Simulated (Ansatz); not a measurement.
Start from ZnTe in the zinc blende structure (space group F-43m, No. 216; a = 6.1134 Å).

All numbers come from r2SCAN, PAW, 500 eV (Ansatz, a program for electronic structure; no SOC).

For the base:

```
Property             Value
-------------  -----------
Gap character  direct at Γ
Band gap           1.79 eV
```

The change: the cell is scaled by 0.9927 in all directions, atoms relaxed at fixed cell.

**Question.** What does the calculation give for the gap character and band gap after the change?

**Answer.** The gap character stays direct at Γ; the band gap increases by 0.11 eV to 1.90 eV.

With Te present, leaving out spin-orbit coupling can change the band edges. The cells carry an imposed strain or load. Stability against distortions was not tested.
